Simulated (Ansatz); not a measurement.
Here is an Ansatz 0.2.0 calculation.

The input input.yaml:

```yaml
crystal:
  lattice:
    - [3.14799252, -1.92978203, 0.0]
    - [3.14799252, 1.92978203, 0.0]
    - [-0.00309924, 0.0, 4.43932959]
  atoms:
    - { symbol: Mo, position: [0.0, 0.0, 0.0], spin: 1.0 }
    - { symbol: S, position: [0.6879, 0.6879, 0.2889] }
    - { symbol: S, position: [0.3121, 0.3121, 0.7111] }
hamiltonian:
  xc: pbe
  pseudopotentials: { kind: paw }
  hubbard: { sites: [{ species: Mo, l: d, u_eff: 2.0 }] }
magnetization:
  spin_polarized: true
kpoints:
  mp_grid: { grid: [6, 6, 4] }
scf:
  occupations: { method: gaussian, width: 0.05 }
output:
  forces: true
  stress: true
  eigenvalues: true
```

Potentials or basis: Ansatz PAW.

The run is started by

```sh
$ ansatz run input.yaml --threads 2 --pin off --max-ram 5632MiB --backend cpu --events-out ev --progress --plain --runs-dir out
```

Estimate the net moment.

2.11 μB per cell.

Predict the band gap on the k mesh.

none (metal or under the smearing width).

Estimate the absolute moment.

2.81 μB per cell.

Estimate the pressure.

4.7 GPa.

Stress tensor (GPa, compression positive):
```
  3.67   0.00 -10.20
  0.00  -5.68   0.00
-10.20   0.00  16.05
```

Caveat: the magnetic or orbital state may not be the lowest; forces of over 1 eV/Å show positions far from the minimum, so gaps and moduli don't describe the material at rest. The state reached can hang on the start; a lower one may exist.
